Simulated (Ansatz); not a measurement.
The system is Si.

```
Si
1.0
     0.00000    2.72185    2.72185
     2.72185    0.00000    2.72185
     2.72185    2.72185    0.00000
Si
2
Direct
  0.50000 0.50000 0.50000
  0.75000 0.75000 0.75000
```

- Program: Ansatz 0.2.0
- Task: relaxation of cell and atoms
- Functional: PBEsol
- Dispersion: D4
- Potentials or basis: all-electron LAPW, scalar-relativistic
- Basis error allowed: 0.001 eV/atom
- k mesh: 8 × 8 × 8
- Occupations: fermi-dirac, width 0.05 eV
- Spin: no spin polarisation

At the start: volume 20.16 Å³/atom.

Task: How do energy, volume and symmetry change on relaxing?

Result: Over 4 steps the energy falls by 2.4 meV/atom and the volume is 19.75 Å³/atom (-2.0 %); space group Fd-3m (No. 227, to 0.05 Å).

The path:
```csv
step,energy change (eV),largest force (eV/Å),volume (Å³)
1,0.0000,0.0000,40.33
2,-0.0046,0.0000,39.71
3,-0.0049,0.0000,39.50
4,-0.0049,0.0000,39.50
```

Final structure:
```
CELL_PARAMETERS angstrom
0.00000 2.70317 2.70317
2.70317 0.00000 2.70317
2.70317 2.70317 0.00000
ATOMIC_POSITIONS crystal
Si 0.50000 0.50000 0.50000
Si 0.75000 0.75000 0.75000
```
